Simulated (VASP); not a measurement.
Crystal: FeSi2 (Linzhiite).

```
Fe Si
1.0
     2.68400    0.00000    0.00000
     0.00000    2.68400    0.00000
     0.00000    0.00000    5.12800
Fe Si
1 2
Cartesian
  0.0000 0.0000 0.0000
  1.3420 1.3420 1.3846
  1.3420 1.3420 3.7434
```

```yaml
Program: VASP 6.6.1
Task: relaxation of cell and atoms
Functional: LDA
Potentials_or_basis: VASP PAW LDA potentials, release 64 (Fe, Si)
Cutoff: 600 eV
k_mesh: 14 × 14 × 8
Occupations: methfessel-paxton, width 0.1 eV
Spin: no spin polarisation
```

At the start: pressure -5.4 GPa; volume 12.31 Å³/atom.

Where does the relaxation end?

Over 7 steps the energy falls by 6.5 meV/atom and the volume is 11.97 Å³/atom (-2.8 %); space group P4/mmm (No. 123, to 0.05 Å).

Step by step:
| step | energy change (eV) | largest force (eV/Å) | pressure (GPa) | volume (Å³) |
| --- | --- | --- | --- | --- |
| 1 | 0.0000 | 0.1184 | -5.45 | 36.94 |
| 2 | 0.0101 | 0.1967 | 7.76 | 34.75 |
| 3 | -0.0187 | 0.1634 | 0.04 | 35.94 |
| 4 | -0.0187 | 0.1638 | 0.16 | 35.92 |
| 5 | -0.0193 | 0.0748 | 0.03 | 35.90 |
| 6 | -0.0195 | 0.0000 | 0.03 | 35.91 |
| 7 | -0.0195 | 0.0001 | -0.11 | 35.92 |

Final structure:
```cif
data_structure
_symmetry_space_group_name_H-M 'P 1'
_symmetry_Int_Tables_number 1
_cell_length_a 2.6611
_cell_length_b 2.6611
_cell_length_c 5.0720
_cell_angle_alpha 90.000
_cell_angle_beta 90.000
_cell_angle_gamma 90.000
_cell_volume 35.92
loop_
_atom_site_label
_atom_site_type_symbol
_atom_site_fract_x
_atom_site_fract_y
_atom_site_fract_z
_atom_site_occupancy
Fe1 Fe 0.00000 0.00000 0.00000 1
Si1 Si 0.50000 0.50000 0.27154 1
Si2 Si 0.50000 0.50000 0.72846 1
```
